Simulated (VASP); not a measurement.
# Sn (Im-3m) in VASP: notebook, part 2 of 2

VASP 6.6.1. The steps go on from the part before.

**5. Single point, PBEsol**

File INCAR:

```
SYSTEM = Sn
PREC = Accurate
ENCUT = 400
EDIFF = 1E-6
ISMEAR = -1
SIGMA = 0.4
LREAL = .False.
LASPH = .True.
NELM = 100
ALGO = Normal
ISIF = 2
LWAVE = .False.
LCHARG = .False.
GGA = PS
NBANDS = 13
ADDGRID = .False.
```

File KPOINTS:

```
Automatic mesh
0
Gamma
  10 10 10
  0 0 0
```

File POSCAR:

```
Sn
1.0
   -1.8946518192      1.8946518192      1.8946518192
    1.8946518192     -1.8946518192      1.8946518192
    1.8946518192      1.8946518192     -1.8946518192
Sn
1
Direct
    0.0000000000      0.0000000000      0.0000000000
```

Potentials or basis: VASP PAW PBE potentials, release 64 (Sn_d).

Run with:

```bash
$ cat potpaw_PBE.64/Sn_d/POTCAR > POTCAR
$ mpirun -np 1 vasp_std > vasp.out
```

OUTCAR:

```text
SYSTEM = Sn
   PREC = Accurate
   ENCUT = 400
   EDIFF = 1E-6
   ISMEAR = -1
   LREAL = .False.
   LASPH = .True.
   NELM = 100
   ISIF = 2
   GGA = PS

 Found     47 irreducible k-points:

 Following reciprocal coordinates:
            Coordinates               Weight
  0.000000  0.000000  0.000000      1.000000
  0.100000  0.000000  0.000000     12.000000
  0.200000  0.000000  0.000000     12.000000
  0.300000  0.000000  0.000000     12.000000
  0.400000  0.000000  0.000000     12.000000
  0.500000  0.000000  0.000000      6.000000
   k-points           NKPTS =     47   k-points in BZ     NKDIM =     47   number of bands    NBANDS=     13
   number of dos      NEDOS =    301   number of ions     NIONS =      1
   total plane-waves  NPLWV =  13824
   dimension x,y,z NGX =    24 NGY =   24 NGZ =   24
   dimension x,y,z NGXF=    48 NGYF=   48 NGZF=   48
   ions per type =               1
   NGX,Y,Z   is equivalent  to a cutoff of  12.16, 12.16, 12.16 a.u.
   NGXF,Y,Z  is equivalent  to a cutoff of  24.32, 24.32, 24.32 a.u.
 SYSTEM =  Sn
   PREC   = accura    normal or accurate (medium, high low for compatibility)
   ISTART =      0    job   : 0-new  1-cont  2-samecut
   ICHARG =      2    charge: 1-file 2-atom 10-const
   ISPIN  =      1    spin polarized calculation?
   LNONCOLLINEAR =      F non collinear calculations
   LSORBIT =      F    spin-orbit coupling
   LASPH  =      T    aspherical Exc in radial PAW
   ENCUT  =  400.0 eV  29.40 Ry    5.42 a.u.   5.35  5.35  5.35*2*pi/ulx,y,z
[... 62 lines left out ...]
      4     -13.3850      2.00000
      5     -13.3850      2.00000
      6      -3.1740      2.00000
      7      15.8595      0.00000
      8      15.8595      0.00000
      9      15.8596      0.00000
     10      20.0370      0.00000
     11      20.0370      0.00000
     12      20.0370      0.00000
     13      20.6643      0.00000
[... 66 lines left out ...]
  band No.  band energies     occupation
      1     -13.5705      2.00000
      2     -13.5079      2.00000
      3     -13.3930      2.00000
      4     -13.3909      2.00000
      5     -13.3005      2.00000
      6       1.4932      2.00000
      7       3.4952      1.99997
      8      11.5131      0.00023
      9      13.3428      0.00000
     10      15.8656      0.00000
     11      16.1815      0.00000
     12      22.8736      0.00000
     13      23.8775      0.00000

 [... further k-points ...]
[... 5 lines left out ...]
  --------------------------------------------------------------------------------------
  -------------------------------------------------------------------------------------
  Total       -0.2267723     -0.2267723     -0.2267723      0.0000000     -0.0000000      0.0000000
  in kB      -13.3552591    -13.3552591    -13.3552591      0.0000000     -0.0000000      0.0000000
  external PRESSURE =     -13.3552591 kB  Pullay stress =       0.0000000 kB

 VOLUME and BASIS-vectors are now :
 -----------------------------------------------------------------------------
  energy-cutoff  :      400.00
  volume of cell :       27.20
      direct lattice vectors                 reciprocal lattice vectors
    -1.894651819  1.894651819  1.894651819     0.000000000  0.263900731  0.263900731
     1.894651819 -1.894651819  1.894651819     0.263900731  0.000000000  0.263900731
     1.894651819  1.894651819 -1.894651819     0.263900731  0.263900731  0.000000000

 POSITION                                       TOTAL-FORCE (eV/Angst)
 -----------------------------------------------------------------------------------
      0.00000      0.00000      0.00000         0.000000      0.000000      0.000000
 -----------------------------------------------------------------------------------
    total drift:                               -0.000000      0.000000     -0.000000

  FREE ENERGIE OF THE ION-ELECTRON SYSTEM (eV)
  ---------------------------------------------------
  free  energy   TOTEN  =        -4.3749979066 eV

  energy  without entropy=       -4.0673416607  energy(sigma->0) =       -4.22116978
```

OSZICAR:

```text
N       E                     dE             d eps       ncg     rms          rms(c)
DAV:   1     0.711086133423E+02    0.71109E+02   -0.61333E+03  1288   0.135E+03
DAV:   2     0.500202032767E+00   -0.70608E+02   -0.68392E+02  1302   0.297E+02
DAV:   3    -0.430019673295E+01   -0.48004E+01   -0.47840E+01  1493   0.673E+01
DAV:   4    -0.439227570364E+01   -0.92079E-01   -0.92063E-01  1422   0.997E+00
DAV:   5    -0.439546618197E+01   -0.31905E-02   -0.31904E-02  1629   0.181E+00    0.133E+00
DAV:   6    -0.437983565360E+01    0.15631E-01   -0.16802E-02  1532   0.229E+00    0.709E-01
DAV:   7    -0.437527487106E+01    0.45608E-02   -0.91663E-03  1522   0.159E+00    0.117E-01
DAV:   8    -0.437499701950E+01    0.27785E-03   -0.67881E-04  1502   0.445E-01    0.202E-02
DAV:   9    -0.437499743700E+01   -0.41750E-06   -0.11523E-05  1688   0.383E-02    0.132E-02
DAV:  10    -0.437499790658E+01   -0.46959E-06   -0.77374E-07  1054   0.874E-03
   1 F= -.43749979E+01 E0= -.42211698E+01  d E =-.307656E+00
```

stdout:

```text
POSCAR found type information on POSCAR Sn
 POSCAR found :  1 types and       1 ions
 scaLAPACK will be used
 -----------------------------------------------------------------------------
|                                                                             |
|                                                                             |
|     You enforced a specific xc type in the INCAR file but a different       |
|     I HOPE YOU KNOW WHAT YOU ARE DOING!                                     |
|                                                                             |
 -----------------------------------------------------------------------------

 LDA part: xc-table for (Slater+PW92), standard interpolation
 POSCAR, INCAR and KPOINTS ok, starting setup
 FFT: planning ... GRIDC
 FFT: planning ... GRID_SOFT
 FFT: planning ... GRID
 WAVECAR not read
 entering main loop
```

It took 7.3 s on 1 thread of Intel Xeon Platinum 8375C at 2.90GHz (Ice Lake), shared host; peak memory 0.13 GiB.

These settings aren't checked as converged: the numbers below hold their error.

What came out:

```yaml
Free_energy: -4.3750 eV
Pressure: -1.3 GPa
Band_gap_on_the_k_mesh: none (metal or under the smearing width)
```

Caveat: the PAW data sets were made with another functional, which shifts forces and pressure a little.
